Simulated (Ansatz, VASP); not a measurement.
**MgGe2 in VASP and in Ansatz**

```
CELL_PARAMETERS angstrom
0.00000 3.95132 3.95132
3.95132 0.00000 3.95132
3.95132 3.95132 0.00000
ATOMIC_POSITIONS crystal
Mg 0.75000 0.75000 0.75000
Mg 0.50000 0.50000 0.50000
Ge 0.12500 0.12500 0.12500
Ge 0.62500 0.12500 0.12500
Ge 0.12500 0.62500 0.12500
Ge 0.12500 0.12500 0.62500
```

Change from the starting cell: species swapped into the TmPt2 type (Fd-3m, No. 227).

Alike in both runs: functional PBE; k mesh 8 × 8 × 8; occupations gaussian, width 0.1 eV; no spin polarisation.

Ansatz relaxed the structure, and its values are those at the end. VASP's run is a single point on that final structure, the one shown.

|  | VASP | Ansatz |
| --- | --- | --- |
| version | VASP 6.6.1 | Ansatz 0.2.0 |
| potentials or method | VASP PAW PBE potentials, release 64 (Mg, Ge_d) | scalar-relativistic, plane waves, PAW |
| plane-wave cutoff (eV) | 520 | 420 |
| valence electrons in the cell | 60 | 76 |

|  | VASP | Ansatz | Ansatz less VASP |
| --- | --- | --- | --- |
| gap on the k mesh at the Fermi level (eV) | none | none | - |
| pressure (GPa) | 0.0 | 0.0 | +0.04 |

A gap of «none» marks a metal or a gap that the smearing closes. The two sets of potentials don't hold the same shells in valence.
